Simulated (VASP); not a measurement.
Input of a VASP 6.6.1 run:

The input INCAR:

```
  PREC = Accurate
  ENCUT = 900
  EDIFF = 1E-8
  ISMEAR = 0
  SIGMA = 0.1
  LREAL = F
  LASPH = T
  NELM = 100
  ALGO = Normal
  ISIF = 2
  LWAVE = F
  LCHARG = F
  ISPIN = 2
  MAGMOM = 2 2
  LORBIT = 11
  LMAXMIX = 4
  GGA = PE
  ADDGRID = F
```

File KPOINTS:

```
Automatic mesh
0
Gamma
  21 21 10
```

POSCAR

```
V
1.0
    2.6042941027      0.0000000000      0.0000000000
   -1.3021470513      2.2553848518      0.0000000000
    0.0000000000      0.0000000000      4.7233360000
V
2
Direct
    0.3610050000      0.6924900000      0.2406650000
    0.6997010000      0.3498080000      0.7667620000
```

Potentials or basis: VASP PAW PBE potentials, release 64 (V_sv).

The run is started by

```sh
$ cat potpaw_PBE.64/V_sv/POTCAR > POTCAR
$ mpirun -np 1 vasp_std > vasp.out
```

Estimate the largest force.

1.187 eV/Å.

Predict the net moment.

0.00 μB per cell.

What does it give for the band gap on the k mesh?

None (metal or under the smearing width).

Estimate the pressure.

1.1 GPa.

Forces on the atoms (eV/Å):
```
V   -0.042  0.033  1.186
V    0.042 -0.033 -1.186
```
